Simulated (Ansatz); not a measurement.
# PbSe2 (I4/mcm) in Ansatz: notebook

Runs on PbSe2. Level: PBEsol. Tasks: relaxation of cell and atoms.

All numbers are computed with Ansatz 0.2.0; they aren't measurements. Logs are shortened: lines on timing, memory, paths and dates and some standing lists are left out, and cuts for length are marked.

### Step 1. The structure

Symmetry: I4/mcm, No. 140, tetragonal system. The conventional cell has a = 6.477 Å, b = 6.477 Å, c = 7.804 Å, α = 90.00°, β = 90.00°, γ = 90.00°. Pb (site symmetry 422) has 8 Se at 3.20 Å as nearest neighbours. Se (site symmetry m2m) is surrounded by 1 Se at 2.38 Å.

The cell comes from a database or a generator and needn't be the stable form of this composition.

### Step 2. Relaxation of cell and atoms, PBEsol

Input file input.yaml:

```yaml
crystal:
  lattice:
    - [-3.23863296, 3.23863296, 3.90219629]
    - [3.23863296, -3.23863296, 3.90219629]
    - [3.23863296, 3.23863296, -3.90219629]
  atoms:
    - { symbol: Pb, position: [0.75, 0.75, 0.0] }
    - { symbol: Pb, position: [0.25, 0.25, 0.0] }
    - { symbol: Se, position: [0.129816735, 0.370183265, 0.5] }
    - { symbol: Se, position: [0.870183265, 0.629816735, 0.5] }
    - { symbol: Se, position: [0.370183265, 0.870183265, 0.24036653] }
    - { symbol: Se, position: [0.629816735, 0.129816735, 0.75963347] }
hamiltonian:
  xc: pbesol
  pseudopotentials: { kind: paw }
kpoints:
  mp_grid: { grid: [6, 6, 6] }
scf:
  occupations: { method: fermi_dirac, width: 0.05 }
output:
  forces: true
  stress: true
  eigenvalues: true
relax:
  f_tol: 0.01
  max_steps: 40
  cell: { stress_tol: 0.05 }
```

Potentials or basis: Ansatz PAW.

Command:

```console
> ansatz run input.yaml --threads 2 --pin off --max-ram 5632MiB --backend cpu --events-out ev --progress --plain --runs-dir out
```

What it wrote:

```text
Warning: RAYON_NUM_THREADS=2 ignored (pool sized by the plan → 2); use --threads N
Engine: ansatz 0.2.0, aarch64-unknown-linux-gnu
Pseudopotentials: kind: paw
Pseudopotential: Pb, paw, valence charge 14, recommended cutoff 420 eV (normal), Pb.paw.azcp
Pseudopotential: Se, paw, valence charge 16, recommended cutoff 420 eV (normal), Se.paw.azcp
Functional definition: PBEsol
  exchange = pbesol_x
  correlation = pbesol_c
Crystal: 6 atoms, lattice volume = 163.717 Å³
Basis set: ecut = 420 eV, 3157 PW (Γ), exchange–correlation on 90×90×90 points (8 copies of the dense FFT grid, shifted against one another)
Bands: 56, of which v1, the nominal top of the filled ones, is band 46 counted from 1 (45 counted from 0)
Symmetry: 16 space group operations
Space group: I4/mcm (ITA 140), of the structure as read, at distance tolerance 5.5e-5 Å
k-points: 30 of 216
Non-local potential: Pb, projectors of the file, l = 0: 2, l = 1: 2, l = 2: 2, l = 3: 2
Non-local potential: Se, projectors of the file, l = 0: 2, l = 1: 2, l = 2: 3, l = 3: 1
PAW form: soft (Blöchl's): semilocal exchange-correlation on the pseudo side does not see the compensation charge
PAW frozen core: Pb, regenerated for the run's functional, and the local potential with it (the file was generated under x = pbe(κ = 0.804, μ = 0.2195149727645171), c = pbe(β = 0.06672455060314922))
PAW frozen core: Se, regenerated for the run's functional, and the local potential with it (the file was generated under x = pbe(κ = 0.804, μ = 0.2195149727645171), c = pbe(β = 0.06672455060314922))
PAW one-centre angular grid: Pb, 590 points (default); XC on 64 Gauss nodes
PAW one-centre angular grid: Se, 590 points (default); XC on 64 Gauss nodes
Initial density: superposition of atomic densities (neutral atoms: chi_scale 0, normalization atom), corrected by the library's trained network
Initial wavefunctions: pseudopotential atomic-orbital guess
Functional: x = pbesol(κ = 0.804, μ = 0.12345679012345678), c = pbesol(β = 0.046)
SCF iter   1: F=—  HF=-45208.567662 eV  |F-HF|=—  |Δ(HF+E_count)|=         —  Δρ=2.32e-3  dr2=1.12e-2  ethr=1.77e-3  ⟨swp⟩=7.0  Hψ=6483  notcnv=0  defer=11
preconditioner: auto → Kerker (q_TF=auto, 2.478 Å⁻¹)  [metal: Δε(μ)=0.032 eV  Ē_g=13.612 eV  σ=0.050 eV  W_gap=0.16  n_scr=42 (ndim 8)  ℏωp=20.9 eV  f_vac=0.012  D(μ)=0.37/eV (n_scr^D=0)]
[... 75 lines left out ...]
  E_xc         = -851.925179
  E_vxc        = -658.201327  (∫ρ·V_xc dr)
  E_paw        = -27979.563809  (= ΣΔE_a)
  E_vpaw       = 205.443530  (= ΣTr[D̂ρ^β])
  E_aug_tail   = -0.002305  (compensation charges beyond the density's cutoff)
  E_ewald      = -9666.196030
  E_core_change = 4.158035  (= ΣΔE_core)
  E_smearing   = -0.002940  (= −TS)
  E_closure    = -0.000000  (closes the sum)
  Σ components = -45208.613021   (vs F -45208.613021, Δ=0.00e0)
--- Forces (eV/Å), atoms counted from 1 ---
  atom   1  Pb    -0.00000000     0.00000000    -0.00000000
  atom   2  Pb    -0.00000000     0.00000000     0.00000000
  atom   3  Se    -0.00131976     0.00131976    -0.00000000
  atom   4  Se     0.00131976    -0.00131976     0.00000000
  atom   5  Se    -0.00131976    -0.00131976    -0.00000000
  atom   6  Se     0.00131976     0.00131976     0.00000000
  max |Σ_I F_I| component: 6.51e-17 eV/Å
--- Stress (GPa, compression-positive) ---
       -0.004907      -0.000000      -0.000000
       -0.000000      -0.004907       0.000000
       -0.000000       0.000000      -0.009029
  P = ⅓ Tr σ = -0.0063 GPa (-0.063 kbar)
--- Band table (eV; the first three rows and the last of 30) ---
  k-point 0: bands = ["-38.7398", "-38.7392", "-38.6643", "-38.6643", "-38.6574", "-38.6574", "-38.6392", "-38.6389", "-38.6350", "-38.6345", "-38.6165", "-38.6165", "-38.4598", "-38.4598", "-38.4584", "-38.4579", "-38.4578", "-38.4575", "-38.4559", "-38.4559", "-7.5768", "-7.5768", "-7.5719", "-7.5263", "-7.4910", "-7.4858", "-7.4858", "-7.4796", "-7.4652", "-7.4443", "-5.6674", "-4.3797", "-2.1591", "-2.1591", "1.1394", "1.8382", "4.5050", "4.6666", "5.2080", "5.2080", "6.0449", "6.0843", "6.0843", "6.4043", "6.6268", "9.4160", "11.6370", "11.6370", "12.9032", "12.9032", "13.5812", "13.7113", "13.7113", "14.1201", "14.4903", "16.1903"]
  k-point 1: bands = ["-38.7398", "-38.7393", "-38.6643", "-38.6643", "-38.6574", "-38.6574", "-38.6392", "-38.6390", "-38.6349", "-38.6345", "-38.6165", "-38.6165", "-38.4598", "-38.4598", "-38.4584", "-38.4580", "-38.4578", "-38.4575", "-38.4559", "-38.4559", "-7.5856", "-7.5704", "-7.5666", "-7.5187", "-7.4899", "-7.4870", "-7.4855", "-7.4828", "-7.4705", "-7.4457", "-5.5435", "-4.4570", "-2.2862", "-2.2175", "1.1318", "1.6625", "4.2649", "4.5847", "5.1995", "5.7968", "6.1674", "6.2524", "6.5518", "6.6432", "7.0994", "8.6894", "11.1996", "11.6995", "12.0218", "12.7857", "13.3819", "13.4417", "13.7523", "14.3970", "14.5812", "16.0235"]
  k-point 2: bands = ["-38.7396", "-38.7395", "-38.6643", "-38.6643", "-38.6574", "-38.6573", "-38.6391", "-38.6390", "-38.6348", "-38.6347", "-38.6165", "-38.6165", "-38.4598", "-38.4598", "-38.4583", "-38.4581", "-38.4577", "-38.4576", "-38.4559", "-38.4559", "-7.6019", "-7.5678", "-7.5452", "-7.5047", "-7.4941", "-7.4899", "-7.4850", "-7.4829", "-7.4821", "-7.4473", "-5.2365", "-4.5908", "-2.7067", "-2.3312", "1.3598", "1.3768", "4.4665", "4.6442", "4.7833", "5.3921", "6.7384", "6.9326", "7.3373", "7.7634", "7.9129", "7.9905", "10.3940", "11.5904", "11.6050", "12.0084", "12.1860", "12.2865", "14.0671", "14.4425", "14.5424", "16.3580"]
  k-point 29: bands = ["-38.7399", "-38.7392", "-38.6643", "-38.6643", "-38.6574", "-38.6574", "-38.6392", "-38.6390", "-38.6350", "-38.6345", "-38.6165", "-38.6165", "-38.4598", "-38.4598", "-38.4583", "-38.4580", "-38.4578", "-38.4576", "-38.4559", "-38.4559", "-7.5608", "-7.5396", "-7.5396", "-7.5295", "-7.5041", "-7.4948", "-7.4948", "-7.4722", "-7.4698", "-7.4586", "-5.1858", "-4.5029", "-2.4822", "-2.4822", "0.3030", "0.5362", "4.6752", "4.6835", "5.5582", "5.5582", "7.2675", "7.3771", "8.0952", "8.0952", "9.5267", "9.5623", "10.8718", "10.8718", "10.9610", "11.7567", "11.7567", "12.3059", "12.6484", "12.6484", "14.4063", "14.5355"]
--- Relaxed structure (4 steps of the walk, 4 accepted, 1 SCFs on fresh bases) ---
  F+E_penalty+E_count = -45208.61302100 eV   max|allowed force component| = 1.320e-3 eV/Å   (the final SCF, on the basis selected at the relaxed cell)
  cell:  # Å, volume = 157.0510 Å³
    - [-3.1899155940359565, 3.1899155940359565, 3.8585332979284805]
    - [3.1899155940359565, -3.1899155940359565, 3.8585332979284805]
    - [3.1899155940359565, 3.1899155940359565, -3.8585332979284805]
  atoms:
    - { symbol: Pb, position: [0.75, 0.75, -5.579525815760194e-20] }
    - { symbol: Pb, position: [0.25, 0.25, -5.579525815760218e-20] }
    - { symbol: Se, position: [0.13238312885548292, 0.3676168711445171, 0.5] }
    - { symbol: Se, position: [0.867616871144517, 0.632383128855483, 0.5] }
    - { symbol: Se, position: [0.367616871144517, 0.8676168711445171, 0.23523374228903413] }
    - { symbol: Se, position: [0.6323831288554831, 0.13238312885548292, 0.764766257710966] }
```

Wall time 45 s (2 threads of Arm Neoverse V1, shared host); peak memory 0.6 GiB.

Results:

```yaml
Free_energy: -45208.6130 eV
Relaxed_volume: 26.18 Å³/atom
Relaxed_cell: a = 5.936 Å, b = 5.936 Å, c = 5.936 Å, α = 114.99°, β = 114.99°, γ = 98.92°
Space_group_after_relaxing_to_0.05_Å: I4/mcm (No. 140)
Energy_gained_by_relaxing: 8.2 meV/atom
Ionic_steps: 5
Pressure_after_relaxing: 0.0 GPa
Band_gap_on_the_k_mesh: none (metal or under the smearing width)
```

The path:
| step | energy change (eV) | largest force (eV/Å) | volume (Å³) |
| --- | --- | --- | --- |
| 1 | 0.0000 | 0.1756 | 163.72 |
| 2 | -0.0255 | 0.0010 | 152.59 |
| 3 | -0.0494 | 0.0086 | 157.41 |
| 4 | -0.0496 | 0.0018 | 157.05 |
| 5 | -0.0489 | 0.0019 | 157.05 |

Final structure:
```cif
data_structure
_symmetry_space_group_name_H-M 'P 1'
_symmetry_Int_Tables_number 1
_cell_length_a 5.9363
_cell_length_b 5.9363
_cell_length_c 5.9363
_cell_angle_alpha 114.992
_cell_angle_beta 114.992
_cell_angle_gamma 98.918
_cell_volume 157.05
loop_
_atom_site_label
_atom_site_type_symbol
_atom_site_fract_x
_atom_site_fract_y
_atom_site_fract_z
_atom_site_occupancy
Pb1 Pb 0.75000 0.75000 0.00000 1
Pb2 Pb 0.25000 0.25000 0.00000 1
Se1 Se 0.13238 0.36762 0.50000 1
Se2 Se 0.86762 0.63238 0.50000 1
Se3 Se 0.36762 0.86762 0.23523 1
Se4 Se 0.63238 0.13238 0.76477 1
```

Levels at points of the mesh, in eV from the Fermi level:
```tsv
k point	band 44	band 45	band 46	band 47	band 48	band 49
(0.00, 0.00, 0.00)	-3.07	-2.85	-0.06	2.16	2.16	3.42
(0.00, 0.00, -0.50)	-1.38	-1.35	-0.37	1.26	1.37	1.72
(0.00, -0.50, 0.00)	-2.23	-0.88	-0.88	0.50	0.50	2.51
(-0.50, -0.50, -0.50)	-1.38	0.05	0.08	1.39	1.39	1.48
```

Caveat: the plane-wave basis is chosen anew once the cell has moved, so the energies of steps on either side of that aren't comparable; the PAW data sets come from PBE, with cores solved anew for the run's functional, which leaves a small shift of forces and pressure. The run has no spin-orbit coupling, so splittings on Pb are missing.

### Step 3. Relaxation of cell and atoms, PBEsol, target pressure 2 GPa, at which the enthalpy is minimised

input.yaml, as its differences from that of step 2:

```diff
@@ -26,2 +26,2 @@
   max_steps: 40
-  cell: { stress_tol: 0.05 }
+  cell: { stress_tol: 0.05, p_target: 2.0 }
```

Potentials or basis: Ansatz PAW.

Command:

```console
> ansatz run input.yaml --threads 2 --pin off --max-ram 5632MiB --backend cpu --events-out ev --progress --plain --runs-dir out
```

Wall time 54 s (2 threads of Arm Neoverse V1, shared host); peak memory 0.6 GiB.

Results (log left out):

```yaml
Free_energy: -45208.5810 eV
Relaxed_volume: 25.29 Å³/atom
Relaxed_cell: a = 5.865 Å, b = 5.865 Å, c = 5.865 Å, α = 114.78°, β = 114.78°, γ = 99.31°
Space_group_after_relaxing_to_0.05_Å: I4/mcm (No. 140)
Energy_change_on_relaxing_the_enthalpy_is_what_falls: -2.8 meV/atom
Ionic_steps: 6
Pressure_after_relaxing: 2.0 GPa
Band_gap_on_the_k_mesh: none (metal or under the smearing width)
```

The path:
```tsv
step	energy change (eV)	largest force (eV/Å)	volume (Å³)
1	0.0000	0.1756	163.72
2	0.2150	0.0511	142.89
3	-0.0322	0.0195	153.03
4	-0.0198	0.0021	151.85
5	-0.0182	0.0001	151.71
6	-0.0170	0.0002	151.71
```

Final structure:
```yaml
crystal:
  lattice:
    - [-3.16071, 3.16071, 3.79662]
    - [3.16071, -3.16071, 3.79662]
    - [3.16071, 3.16071, -3.79662]
  atoms:
    - { symbol: Pb, position: [0.75000, 0.75000, 0.00000] }
    - { symbol: Pb, position: [0.25000, 0.25000, 0.00000] }
    - { symbol: Se, position: [0.13308, 0.36692, 0.50000] }
    - { symbol: Se, position: [0.86692, 0.63308, 0.50000] }
    - { symbol: Se, position: [0.36692, 0.86692, 0.23384] }
    - { symbol: Se, position: [0.63308, 0.13308, 0.76616] }
```

Levels at points of the mesh, in eV from the Fermi level:
```tsv
k point	band 43	band 44	band 45	band 46	band 47	band 48	band 49	band 50
(0.00, 0.00, 0.00)	-3.55	-3.12	-2.78	-0.07	2.19	2.19	3.56	3.56
(0.00, 0.00, -0.50)	-2.11	-1.42	-1.40	-0.33	1.32	1.35	1.73	1.78
(0.00, -0.50, 0.00)	-2.29	-2.29	-0.88	-0.88	0.49	0.49	2.59	2.59
(-0.50, -0.50, -0.50)	-1.44	-1.44	0.04	0.25	1.47	1.47	1.54	2.33
```

Caveat: the plane-wave basis is chosen anew once the cell has moved, so the energies of steps on either side of that aren't comparable; the PAW data sets come from PBE, with cores solved anew for the run's functional, which leaves a small shift of forces and pressure.
